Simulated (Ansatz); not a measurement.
An input for Ansatz 0.2.0 (KBr (Fm-3m)):

```yaml
crystal:
  lattice:
    - [-6.6, 6.6, 6.6]
    - [6.6, -6.6, 6.6]
    - [6.6, 6.6, -6.6]
  atoms:
    - { symbol: K, position: [0.0, 0.0, 0.0] }
    - { symbol: K, position: [0.25, 0.25, 0.5] }
    - { symbol: K, position: [0.5, 0.5, 0.0] }
    - { symbol: K, position: [0.75, 0.75, 0.5] }
    - { symbol: K, position: [0.25, 0.5, 0.25] }
    - { symbol: K, position: [0.5, 0.75, 0.75] }
    - { symbol: K, position: [0.75, 0.0, 0.25] }
    - { symbol: K, position: [0.0, 0.25, 0.75] }
    - { symbol: K, position: [0.5, 0.0, 0.5] }
    - { symbol: K, position: [0.75, 0.25, 0.0] }
    - { symbol: K, position: [0.0, 0.5, 0.5] }
    - { symbol: K, position: [0.25, 0.75, 0.0] }
    - { symbol: K, position: [0.75, 0.5, 0.75] }
    - { symbol: K, position: [0.0, 0.75, 0.25] }
    - { symbol: K, position: [0.25, 0.0, 0.75] }
    - { symbol: K, position: [0.5, 0.25, 0.25] }
    - { symbol: Br, position: [0.5, 0.5, 0.5] }
    - { symbol: Br, position: [0.75, 0.75, 0.0] }
    - { symbol: Br, position: [0.0, 0.0, 0.5] }
    - { symbol: Br, position: [0.25, 0.25, 0.0] }
    - { symbol: Br, position: [0.75, 0.0, 0.75] }
    - { symbol: Br, position: [0.0, 0.25, 0.25] }
    - { symbol: Br, position: [0.25, 0.5, 0.75] }
    - { symbol: Br, position: [0.5, 0.75, 0.25] }
    - { symbol: Br, position: [0.0, 0.5, 0.0] }
    - { symbol: Br, position: [0.25, 0.75, 0.5] }
    - { symbol: Br, position: [0.5, 0.0, 0.0] }
    - { symbol: Br, position: [0.75, 0.25, 0.5] }
    - { symbol: Br, position: [0.25, 0.0, 0.25] }
    - { symbol: Br, position: [0.5, 0.25, 0.75] }
    - { symbol: Br, position: [0.75, 0.5, 0.25] }
    - { symbol: Br, position: [0.0, 0.75, 0.75] }
kpoints:
  mp_grid: { grid: [2, 2, 2] }
hamiltonian:
  xc: hse06
  pseudopotentials: { kind: paw, azcp: { folder: soft_1 } }
scf:
  occupations: { method: fixed }
  n_extra_bands: 7
output:
  eigenvalues: true
  write_density: true
  write_potential: true
  elf: true
  volumetric_format: npy
```

```sh
ansatz run input.yaml --threads 3 --pin off --max-ram 92160MiB --backend cuda --events-out ev --progress --plain --runs-dir out --devices 1 --max-vram 13GiB
```

Question: How long will it take on 1 × NVIDIA H100 80GB HBM3 (shared by 6 runs) with 3 threads of AMD EPYC 7R13 (Zen 3), shared host, and how much memory?

It took 43 s; on shared hardware allow 22 s to 86 s. Peak host memory was 2.1 GiB. The sizes that set the cost: 22543 plane waves a state, 3 irreducible k points and 13 SCF cycles.

Exact exchange couples every pair of k points and filled bands, so it costs far more than a semilocal run.

[Paths, hosts, dates, memory and timing lines, banners, echoed tables and standing remarks are left out of the program output.]

[Logs are printed without paths, hosts, clocks, repeated set-up lines and the standing remarks that a program may print on its own settings, such as how far it seeks lower states.]

[Runs of the session that timed out or met a known fault of the program may be left out.]

[Cells called generated may have been cut or substituted from an entry of the Crystallography Open Database or the Materials Project.]

[Hosts, paths, dates, database ids (printed as entryN), source tags and the programs' standing remarks are cut or masked in the printed files.]
